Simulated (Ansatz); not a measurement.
**CdS: band gap under strain**

Aim: follow the gap of CdS built on the zincblende prototype through these states: no strain; +5.0 % strain along x alone; +4.0 % strain along [111] alone. The table at the end shows which levels were run.

Program: Ansatz 0.2.0. PAW datasets, plane waves. (Simulation; spin polarisation is off.)

### 1 The cell

The unstrained cell was relaxed with r2SCAN; in each strained cell the atoms were relaxed again with r2SCAN. Names of k-points are those of the unstrained zone, where strain can split equivalent points. First state: no strain.

It is cubic, F-43m (No. 216); a = 5.878 Å in the conventional setting, 25.39 Å³ an atom. Around Cd lie 4 S at 2.55 Å; around S lie 4 Cd at 2.55 Å.

As a file:

```cif
data_structure
_symmetry_space_group_name_H-M 'P 1'
_symmetry_Int_Tables_number 1
_cell_length_a 4.1567
_cell_length_b 4.1567
_cell_length_c 4.1567
_cell_angle_alpha 60.000
_cell_angle_beta 60.000
_cell_angle_gamma 60.000
_cell_volume 50.78
loop_
_atom_site_label
_atom_site_type_symbol
_atom_site_fract_x
_atom_site_fract_y
_atom_site_fract_z
_atom_site_occupancy
Cd1 Cd 0.00000 0.00000 0.00000 1
S1 S 0.25000 0.25000 0.25000 1
```

### 2 No strain: PBE

input.yaml reads:

```yaml
crystal:
  lattice:
    - [0.0, 2.9392148416, 2.9392148416]
    - [2.9392148416, 0.0, 2.9392148416]
    - [2.9392148416, 2.9392148416, 0.0]
  atoms:
    - { symbol: Cd, position: [0.0, 0.0, 0.0] }
    - { symbol: S, position: [0.25, 0.25, 0.25] }
kpoints:
  mp_grid: { grid: [8, 8, 8] }
  band_path:
    path:
      - [0.0, 0.0, 0.0]
      - [-0.5, -0.5, 0.0]
      - [-0.375, -0.375, 0.25]
      - [-0.375, 0.0, 0.375]
      - [0.0, 0.0, 0.5]
      - [-0.5, -0.25, 0.25]
    npoints: 1
hamiltonian:
  xc: pbe
scf:
  occupations: { method: fermi_dirac, width: 0.02 }
  n_extra_bands: 4
output:
  forces: true
  stress: true
  eigenvalues: true
```

Command:

```sh
$ ansatz run input.yaml --threads 4 --pin off --max-ram 4608MiB --backend cpu --events-out ev --progress --plain --runs-dir out
```

After this run come: No strain: r2SCAN; No strain: HSE06; No strain: G0W0@PBE; +5.0 % strain along x alone: PBE; +5.0 % strain along x alone: r2SCAN; +5.0 % strain along x alone: HSE06; +5.0 % strain along x alone: G0W0@PBE; +4.0 % strain along [111] alone: PBE; +4.0 % strain along [111] alone: r2SCAN; +4.0 % strain along [111] alone: HSE06; +4.0 % strain along [111] alone: G0W0@PBE.

Q: Predict the outcome of this session.

As calculated:

Least gap in eV (negative: overlap), with the change from the unstrained cell in brackets. G0W0 is on its own coarse mesh.

| state | volume change (%) | PBE | r2SCAN | HSE06 | G0W0 |
| --- | --- | --- | --- | --- | --- |
| no strain | +0.0 | 1.10 | 1.54 | 2.11 | 1.76 |
| +5.0 % strain along x alone | +5.0 | 0.93 (-0.17) | 1.37 (-0.17) | 1.92 (-0.19) | 1.54 (-0.22) |
| +4.0 % strain along [111] alone | +4.0 | 0.94 (-0.16) | 1.38 (-0.16) | 1.94 (-0.17) | 1.56 (-0.20) |

**Reading.** The largest move of the HSE06 gap in the table is -0.182 eV, under +5.0 % strain along x alone. PBE and HSE06 differ by 1.01 eV on the unstrained gap, and by at most 0.02 eV on its change: the two disagree on the size of the gap but agree on its response to strain. G0W0 here is at a finite number of bands, screening cutoff and k mesh, not at the basis limit.
